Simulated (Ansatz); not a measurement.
# Zr2C: the cost of one run

Program: Ansatz 0.2.0. Level of theory: DFT PBE, scalar-relativistic, plane waves, PAW, unless a step names another level. These are calculated values, not measurements.

15 further runs of the same task are left out: 15 set aside as unsound or not needed. Runs told in other sessions of the task aren't counted.

**1. Plan**

Pauling electronegativities: Zr 1.33, C 2.55 (spread 1.22). The formula balances with common oxidation states: Zr +2, C -4. Tabulated atomic sizes suggest about 15 Å³/atom. 40 candidates were drawn, by swapping species into database cells of other compounds, at random by space group and Wyckoff sites, or by hand, as the table says:

```csv
name,made from,space group no.,Wyckoff sites,atoms (primitive cell),V (Å³/atom)
c01,random,191,Zr 2d; C 1a,3,18.2
c02,random,59,"Zr 2a, 2a; C 2b",6,18.2
c03,random,187,"Zr 1d, 1a; C 1f",3,16.8
c04,random,160,"Zr 3a, 3a; C 3a",3,18.3
c05,random,156,"Zr 1b, 1c; C 1b",3,18.5
c06,random,191,Zr 2e; C 1b,3,17.8
c07,random,186,"Zr 2a, 2b; C 2a",6,18.9
c08,random,189,"Zr 3f, 1a; C 2c",6,18.3
c09,database cell of SrAl2,74,Zr 8h; C 4e,6,19.0
c10,random,216,"Zr 4c, 4a; C 4b",3,17.8
c11,database cell of VPd2,71,Zr 4i; C 2a,3,15.2
c12,random,123,Zr 2h; C 1b,3,17.8
c13,database cell of InCu2,194,"Zr 2c, 2a; C 2d",6,12.7
c14,random,140,Zr 8h; C 4d,6,17.8
c15,database cell of Ca2N,166,Zr 6c; C 3a,3,19.2
c16,random,141,Zr 8d; C 4b,6,15.8
c17,database cell of CO2,136,Zr 4g; C 2b,6,20.7
c18,random,100,Zr 4c; C 2a,6,18.7
c19,random,164,"Zr 2d, 2d; C 1b, 1a",6,16.5
c20,random,227,Zr 16c; C 8b,6,16.1
c21,random,65,Zr 4k; C 2a,3,18.6
c22,random,183,"Zr 3c, 1a; C 2b",6,15.7
c23,database cell of Ge2Pt,58,Zr 4g; C 2a,6,14.8
c24,database cell of Nb2Pd,69,Zr 8i; C 4a,3,16.8
c25,database cell of TbMn2,227,Zr 16d; C 8a,6,16.6
c26,database cell of ScGa2,65,"Zr 4j, 2c, 2a; C 4i",6,16.2
c27,database cell of Mg2Pb,225,Zr 8c; C 4a,3,19.0
c29,database cell of Al2Ru,139,Zr 4e; C 2a,3,14.3
c30,database cell of CuI2,123,Zr 2f; C 1a,3,18.4
c31,random,123,Zr 2e; C 1c,3,14.9
c32,database cell of LiMg2,15,Zr 8f; C 4e,6,20.7
c33,random,44,"Zr 2a, 2a; C 2b",3,16.6
c34,random,65,Zr 4i; C 2c,3,17.7
c35,random,166,Zr 6c; C 3b,3,17.8
c36,random,216,"Zr 16e; C 4c, 4d",6,17.4
c38,database cell of Fe2Si,164,"Zr 2d, 1b, 1a; C 2d",6,13.0
c39,random,216,"Zr 4b, 4d; C 4a",3,15.3
c40,random,58,Zr 4g; C 2c,6,15.4
c41,random,225,Zr 8c; C 4b,3,17.3
c42,database cell of Mg2Ga,63,Zr 8g; C 4c,6,18.4
```

**2. Screening run of c12**

The input, input.yaml:

```yaml
crystal:
  lattice:
    - [3.15642069, 0.0, 0.0]
    - [0.0, 3.15642069, 0.0]
    - [0.0, 0.0, 5.35924871]
  atoms:
    - { symbol: Zr, position: [0.5, 0.5, 0.21812282] }
    - { symbol: Zr, position: [0.5, 0.5, 0.78187718] }
    - { symbol: C, position: [0.0, 0.0, 0.5] }
basis:
  ecutwfc: 420
kpoints:
  mp_grid: { grid: [6, 6, 4] }
hamiltonian:
  xc: pbe
scf:
  occupations: { method: gaussian, width: 0.2 }
  lower_state_search: "off"
output:
  forces: true
  stress: true
  eigenvalues: true
relax:
  adjacent_minimum: "off"
  f_tol: 0.08
  max_steps: 16
  cell: { stress_tol: 0.8 }
```

Started as:

```bash
ansatz run input.yaml --threads 1 --pin off --max-ram 2560MiB --backend cpu --events-out ev --progress --plain --runs-dir out
```

**Question.** How long does this run take on 1 thread of Intel Xeon Platinum 8375C at 2.90GHz (Ice Lake), shared host, and how much memory does it need?

About 11 s, with a peak of 0.41 GiB.
